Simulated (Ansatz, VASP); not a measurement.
# CdS in VASP and in Ansatz

INCAR

```
SYSTEM = CdS
ALGO     = Normal         ! electronic algorithm
EDIFF    = 1E-6           ! SCF threshold, eV
ENCUT    = 520            ! plane-wave cutoff, eV
GGA      = PE             ! functional
ISIF     = 2              ! what is computed and relaxed
ISMEAR   = 0              ! smearing method
LASPH    = .TRUE.         ! aspherical terms in the spheres
LCHARG   = .FALSE.        ! write CHGCAR
LREAL    = .FALSE.        ! projectors in reciprocal space
LWAVE    = .FALSE.        ! write WAVECAR
NBANDS   = 16             ! bands
NELM     = 60             ! most SCF steps
PREC     = Accurate       ! precision mode
SIGMA    = 0.03           ! smearing width, eV
```

File KPOINTS:

```
k-points
0
G
  12 12 12
  0 0 0
```

File POSCAR:

```
CdS
1.0
    0.0000000000      3.0905674779      2.1850312069
    3.0905674779      0.0000000000      2.1850312069
    3.0905674779      3.0905674779      0.0000000000
Cd S
1 1
Direct
    0.0000000000      0.0000000000      0.0000000000
    0.5000000000      0.5000000000      0.5000000000
```

Input for Ansatz:

```yaml
crystal:
  lattice:
    - [0.0, 3.0905674779, 2.1850312069]
    - [3.0905674779, 0.0, 2.1850312069]
    - [3.0905674779, 3.0905674779, 0.0]
  atoms:
    - { symbol: Cd, position: [0.0, 0.0, 0.0] }
    - { symbol: S, position: [0.5, 0.5, 0.5] }
basis:
  ecutwfc: 420
kpoints:
  mp_grid: { grid: [12, 12, 12] }
hamiltonian:
  xc: pbe
scf:
  occupations: { method: gaussian, width: 0.03 }
output:
  forces: true
  stress: true
  eigenvalues: true
```

Alike in both runs: task single point; functional PBE; k mesh 12 × 12 × 12; occupations gaussian, width 0.03 eV; no spin polarisation.

|  | VASP | Ansatz |
| --- | --- | --- |
| version | VASP 6.6.1 | Ansatz 0.2.0 |
| potentials or method | VASP PAW PBE potentials, release 64 (Cd, S) | scalar-relativistic, plane waves, PAW |
| plane-wave cutoff (eV) | 520 | 420 |
| valence electrons in the cell | 18 | 26 |

|  | VASP | Ansatz | Ansatz less VASP |
| --- | --- | --- | --- |
| gap on the k mesh at the Fermi level (eV) | 0.56 | 0.56 | +0.001 |
| least direct gap on the mesh (eV) | 2.36 | 2.39 | +0.032 |
| pressure (GPa) | 21.2 | 20.2 | -1.03 |
| largest component of the traceless stress (GPa) | 38.27 | 36.59 | -1.679 |

The functional is the same, so the differences come from potentials, cutoffs and numerics. The two sets of potentials don't hold the same shells in valence.

Caveats: so large a pressure means that the cell lies far from this level's equilibrium, or that cutoff or potentials fall short (VASP). As with any semilocal functional, this PBE gap is likely too small. A k mesh can miss the band edges.
